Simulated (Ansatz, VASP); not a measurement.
Two plane-wave programs on AlN

```
Al N
1.0
     6.25951    0.00000    0.00000
    -3.12976    5.42090    0.00000
     0.00000    0.00000    5.01740
Al N
8 8
Direct
  0.33333 0.16667 0.49924
  0.16667 0.33333 0.99924
  0.33333 0.66667 0.49924
  0.16667 0.83333 0.99924
  0.83333 0.16667 0.49924
  0.66667 0.33333 0.99924
  0.83333 0.66667 0.49924
  0.66667 0.83333 0.99924
  0.33333 0.16667 0.88076
  0.16667 0.33333 0.38076
  0.33333 0.66667 0.88076
  0.16667 0.83333 0.38076
  0.83333 0.16667 0.88076
  0.66667 0.33333 0.38076
  0.83333 0.66667 0.88076
  0.66667 0.83333 0.38076
```

The cell is a database's computed one.

Alike in both runs: task relaxation of the atoms; functional PBE; k mesh 2 × 2 × 3; no spin polarisation.

```csv
,VASP,Ansatz
version,VASP 6.6.1,Ansatz 0.2.0
potentials or method,"VASP PAW PBE potentials, release 64 (Al, N)",plane-wave PAW DFT
plane-wave cutoff (eV),520,420
occupations,"gaussian, width 0.01 eV",fixed
valence electrons in the cell,64,64
```

Ansatz gave:

| Quantity | Value |
| --- | --- |
| gap on the k mesh at the Fermi level, each at its own relaxed structure (eV) | 4.03 |

**Question.** What did VASP give for the same quantities?

**Answer.** gap on the k mesh at the Fermi level, each at its own relaxed structure (eV): 4.04.

Caveats: the k mesh is coarse (spacing up to 0.58 Å⁻¹), so the values aren't converged; the relaxation stopped at its first step, so nothing moved. A hybrid or GW would open this gap; PBE tends to underestimate it.
